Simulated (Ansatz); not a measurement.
Runs of Ansatz 0.2.0 on CuO. The structure is hexagonal, space group P6_3mc (No. 186). The conventional cell has a = 3.288 Å, b = 3.288 Å, c = 5.385 Å, α = 90.00°, β = 90.00°, γ = 120.00°. Cu (site symmetry 3m) is surrounded by 4 O at 2.01 to 2.02 Å. O (site symmetry 3m) has 4 Cu at 2.01 to 2.02 Å as nearest neighbours. Measurements of this composition are mostly on another form, of space group No. 15.

```csv
task,level,U,cell,k mesh,cutoff (eV),points for each segment of the path,hubbard projectors,double counting,gap on the mesh (eV),pressure (GPa),largest force (eV/Å)
band structure,r2SCAN+U,Cu d U = 4.5 eV,as given,9 × 9 × 5,500,14,ortho-atomic (the default),fll (the default),none,-12.2,(a)
band structure,PBEsol,-,as given,9 × 9 × 5,420,14,-,-,none,-15.1,0.07
band structure,PBEsol+U,Cu d U = 5.3 eV,as given,9 × 9 × 5,420,14,ortho-atomic (the default),fll (the default),none,-12.2,0.07
phonons,LDA,-,as given,8 × 8 × 4,420,-,-,-,none,-,-
relaxation of cell and atoms,BLYP+D3(BJ),-,relaxed,9 × 9 × 5,420,-,-,-,none,0.0,-
```

Alike in all rows: potentials or basis Ansatz PAW; no spin polarisation; smearing fermi-dirac 0.05 eV.

Estimate the missing entries.

(a) 0.05.

Caveats: the run has no spin polarisation, though such a crystal can be magnetic; the PAW data sets come from PBE, with cores solved anew for the run's functional, which leaves a small shift of forces and pressure; semilocal functionals often make such compounds metallic where correlation or magnetic order opens a gap, which also shifts bond lengths (some runs); U without spin polarisation on a metal has little footing (some runs); so large a pressure means that the cell lies far from this level's equilibrium, or that cutoff or potentials fall short (some runs); the plane-wave basis is chosen anew once the cell has moved, so the energies of steps on either side of that aren't comparable (some runs); pairwise dispersion overbinds metals, which lowers pressure and volume (some runs).

A gap of «none» marks a metal or a gap under the smearing width.

Runs at the PBE level aren't shown here.
